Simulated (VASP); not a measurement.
**Na: single point with r2SCAN**

The system is Na.

```
Na
1.0
     0.00000    2.66156    2.66156
     2.66156    0.00000    2.66156
     2.66156    2.66156    0.00000
Na
1
Direct
  0.00000 0.00000 0.00000
```

The cell was built by a generator and needn't be a form met in nature.

- Program: VASP 6.6.1
- Task: single point
- Functional: r2SCAN
- Potentials or basis: VASP PAW PBE potentials, release 64 (Na_pv)
- Cutoff: 520 eV
- k mesh: 14 × 14 × 14
- Occupations: gaussian, width 0.05 eV
- Spin: no spin polarisation

```
Pressure               : 0.0 GPa
Band gap on the k mesh : none (metal or under the smearing width)
```

Levels at points of the mesh, in eV from the Fermi level:
```tsv
k point	band 1	band 2	band 3	band 4	band 5	band 6	band 7	band 8
(0.00, 0.00, 0.00)	-26.01	-26.01	-26.01	-3.44	11.67	11.67	11.67	12.95
(0.50, 0.00, 0.00)	-26.05	-26.02	-26.02	0.51	1.17	10.67	10.67	11.94
(0.50, 0.50, 0.00)	-26.04	-26.02	-26.02	1.84	2.52	6.54	7.69	7.69
```

Run time: 6.1 min on 1 thread of AMD EPYC 7R43 64-Core Processor (Zen 3), with other jobs on the host, peak memory 0.13 GiB.

Caveat: the PAW data sets were made with another functional, which shifts forces and pressure a little.
